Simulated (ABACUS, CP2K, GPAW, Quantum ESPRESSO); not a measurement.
## The bulk modulus of BP, sorted by core time

```cif
data_structure
_symmetry_space_group_name_H-M 'F-43m'
_symmetry_Int_Tables_number 216
_cell_length_a 4.5380
_cell_length_b 4.5380
_cell_length_c 4.5380
_cell_angle_alpha 90.000
_cell_angle_beta 90.000
_cell_angle_gamma 90.000
_cell_volume 93.45
loop_
_atom_site_label
_atom_site_type_symbol
_atom_site_symmetry_multiplicity
_atom_site_Wyckoff_symbol
_atom_site_fract_x
_atom_site_fract_y
_atom_site_fract_z
_atom_site_occupancy
P1 P 4 c 0.25000 0.25000 0.25000 1
B1 B 4 a 0.00000 0.00000 0.00000 1
```

```tsv
rung	level	program and potentials	cutoff (eV)	k mesh	smearing	core time	chip	bulk modulus (GPa)	miss	notes
GGA	PBE	ABACUS, PseudoDojo NC SR 0.4.1 PBE standard, plane waves	1034	10 × 10 × 10	fermi-dirac 0.05	64 s	Intel Xeon 6975P-C Granite Rapids	161.2	-7.4 %	-
GGA	BLYP	GPAW, PAW data sets generated for this functional	800	10 × 10 × 10	fermi-dirac 0.05	65 s	Arm Neoverse V2	149.2	-14.3 %	-
GGA + dispersion	revPBE+D3(BJ)	GPAW, the program's PAW data sets (release 1.2.1) made for this functional	800	10 × 10 × 10	fermi-dirac 0.05	70 s	Intel Xeon Platinum 8375C Ice Lake	175.0	+0.6 %	-
GGA	WC	GPAW, PAW data sets generated for this functional	800	10 × 10 × 10	fermi-dirac 0.05	78 s	Intel Xeon Platinum 8488C Sapphire Rapids	169.5	-2.6 %	-
GGA + dispersion	PBE+D4	GPAW, GPAW PAW data sets (gpaw-data 1.2.1)	800	10 × 10 × 10	fermi-dirac 0.05	79 s	Intel Xeon Platinum 8488C Sapphire Rapids	(a)	?	-
GGA + dispersion	revPBE+D4	GPAW, the program's PAW data sets (release 1.2.1) made for this functional	800	10 × 10 × 10	fermi-dirac 0.05	1.9 min	Arm Neoverse V1	(b)	?	-
LDA	LDA	CP2K, GTH_POTENTIALS P GTH-PADE-q5, B GTH-PADE-q3; TZVP-MOLOPT-PBE-GTH basis	-	10 × 10 × 10	fermi-dirac 0.026	3 min	Arm Neoverse V2	174.1	+0.1 %	atomic basis
GGA	BP86	GPAW, PAW data sets generated for this functional	800	10 × 10 × 10	fermi-dirac 0.05	3.9 min	Intel Xeon Skylake/Cascade Lake	158.3	-9.0 %	-
non-local van der Waals functional	rev-vdW-DF2	Quantum ESPRESSO, PseudoDojo 0.4.1 SR PBE standard	1034	10 × 10 × 10	fermi-dirac 0.05	9.4 min	Intel Xeon Platinum 8488C Sapphire Rapids	162.3	-6.7 %	potentials made for PBE
```

Times are single runs on shared hosts and different chips, so they are rough; meshes, cutoffs and the tasks' sizes weigh on the time. Task: equation of state. All rows: no spin polarisation. Smearing widths are in eV. The cell comes from a database and isn't always the measured one. Meshes are those of the run's cell of 2 atoms unless a note names another. Misses use the values as printed. Runs on faulty files, with rough fits or with known faults for this quantity aren't shown. No row holds spin-orbit coupling.

Measured: 174 GPa at 300 K (arxiv:1901.06272). The runs are for a static lattice.

Q: Estimate the values left out from the other rows.

A: (a) 170.7 GPa, miss -1.9 %; (b) 177.4 GPa, miss +2.0 %.
